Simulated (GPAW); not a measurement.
## InP in GPAW: convergence with basis set

The system is InP.

```
In P
1.0
     0.00000    2.76883    2.76883
     2.76883    0.00000    2.76883
     2.76883    2.76883    0.00000
In P
1 1
Direct
  0.00000 0.00000 0.00000
  0.50000 0.50000 0.50000
```

Measurements of this composition are mostly on another form, of space group No. 216.

| Quantity | Value |
| --- | --- |
| Program | GPAW 26.7.0 |
| Task | convergence study |
| Functional | RPBE |
| Potentials or basis | the program's PAW data sets (release 1.2.1) made for this functional |
| Basis | lcao:sz(dzp) |
| Grid spacing | 0.16 Å |
| k mesh | 8 × 8 × 8 |
| Occupations | fermi-dirac, width 0.05 eV |
| Spin | no spin polarisation |

These are the settings of the first run; the series varies basis set, with any setting tied to it.

Hardware: 1 thread of Intel(R) Xeon(R) Platinum 8259CL CPU @ 2.50GHz (Skylake/Cascade Lake), with other jobs on the host.

```csv
basis set,"energy less the tightest run, at zero smearing (meV/atom)",SCF cycles,CPU time (s),peak memory (GiB)
lcao:sz(dzp),693.63,8,51,0.18
lcao:szp(dzp),367.42,9,220,0.2
lcao:dz(dzp),448.86,8,100,0.19
lcao:dzp,241.29,9,360,0.2
fd,-23.13,11,88,0.27
pw,0.00,9,29,0.16
```

Not settled before the last step: the energy (to 1 meV/atom). The tightest run that finished is the yardstick and may itself not be fully converged.
